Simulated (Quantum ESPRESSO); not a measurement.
Crystal: PbSe (Clausthalite).

```
Pb Se
1.0
     0.00000    3.06065    3.06065
     3.06065    0.00000    3.06065
     3.06065    3.06065    0.00000
Pb Se
1 1
Cartesian
  0.0000 0.0000 0.0000
  3.0606 3.0606 3.0606
```

```yaml
Program: Quantum ESPRESSO 7.5
Task: phonons
Functional: PBE
Potentials_or_basis: GBRV 1.5 PBE
Cutoff: 612 eV
Density_cutoff: 4898 eV
k_mesh: 6 × 6 × 6, shifted
Occupations: fermi-dirac, width 0.05 eV
Spin: no spin polarisation
Mixing_beta: 0.5
Most_SCF_iterations: 120
SCF_threshold: 4e-10 Ry
```

The cell and the atoms were relaxed first, to 29.96 Å³/atom (a = 4.392 Å, b = 4.392 Å, c = 4.392 Å, α = 60.00°, β = 60.00°, γ = 60.00°), and the response was taken there.

The first run showed a gap, so the response started from a second, tighter run with fixed occupations.

The run gives a transverse optical frequency of 31 cm⁻¹, an electronic dielectric constant of 19.55 and Born charges of ±4.86 e.

What are the longitudinal frequency and the static dielectric constant?

The longitudinal mode lies at 135 cm⁻¹, 104 cm⁻¹ over the transverse one, and the static constant is 361.94. The two agree with the Lyddane-Sachs-Teller relation: (135/31)² = 18.96 and 361.94/19.55 = 18.51.
